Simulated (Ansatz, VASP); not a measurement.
Two plane-wave programs on GaSe3

```
CELL_PARAMETERS angstrom
-3.53553 3.53553 5.00000
3.53553 -3.53553 5.00000
3.53553 3.53553 -5.00000
ATOMIC_POSITIONS crystal
Ga 0.50000 0.50000 0.00000
Ga 0.00000 0.00000 0.00000
Se 0.29072 0.79072 0.08144
Se 0.79072 0.70928 0.50000
Se 0.75000 0.75000 0.00000
Se 0.70928 0.20928 0.91856
Se 0.20928 0.29072 0.50000
Se 0.25000 0.25000 0.00000
```

Alike in both runs: task single point; functional PBE; k mesh 4 × 4 × 4; occupations gaussian, width 0.1 eV; no spin polarisation.

|  | VASP | Ansatz |
| --- | --- | --- |
| version | VASP 6.6.1 | Ansatz 0.2.0 |
| potentials or method | VASP PAW PBE potentials, release 64 (Ga_d, Se) | scalar-relativistic, plane waves, PAW |
| plane-wave cutoff (eV) | 520 | 420 |
| valence electrons in the cell | 62 | 122 |

```tsv
	VASP	Ansatz	Ansatz less VASP
gap on the k mesh at the Fermi level (eV)	none	none	-
pressure (GPa)	0.1	0.0	-0.07
largest component of the traceless stress (GPa)	0.55	0.54	-0.006
rms of the force components (eV/Å)	0.056	0.055	-0.0010
```

Atom by atom the forces differ by 0.001 eV/Å (rms over components). A gap of «none» marks a metal or a gap that the smearing closes. With one functional, cell and mesh, what is left measures potentials, basis and numerics. The two sets of potentials don't hold the same shells in valence.
